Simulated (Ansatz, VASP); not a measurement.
# HfO2 in VASP and in Ansatz

```
Hf O
1.0
     0.00000    2.63035    2.49834
     2.63035    0.00000    2.49834
     2.63035    2.63035    0.00000
Hf O
1 2
Cartesian
  0.0000 0.0000 0.0000
  1.3152 1.3152 1.2492
  3.9455 3.9455 3.7475
```

Change from the starting cell: epitaxial_xy strain +4.0%.

Alike in both runs: task single point; functional PBE; k mesh 8 × 8 × 8; occupations fermi-dirac, width 0.02 eV; no spin polarisation.

|  | VASP | Ansatz |
| --- | --- | --- |
| version | VASP 6.6.1 | Ansatz 0.2.0 |
| potentials or method | VASP PAW PBE potentials, release 64 (Hf_pv, O) | plane waves, PAW |
| plane-wave cutoff (eV) | 520 | 420 |
| valence electrons in the cell | 22 | 38 |

Ansatz gave:

| Item | Value |
| --- | --- |
| gap on the k mesh at the Fermi level (eV) | 3.12 |
| pressure (GPa) | -9.6 |
| largest component of the traceless stress (GPa) | 14.57 |

Question: Which values does VASP return?

Answer: gap on the k mesh at the Fermi level (eV): 3.10; pressure (GPa): -12.8; largest component of the traceless stress (GPa): 14.80.

The two sets of potentials don't hold the same shells in valence.

Caveats: spin-orbit coupling is left out, which moves the levels of the heavy elements. A k mesh can miss the band edges.
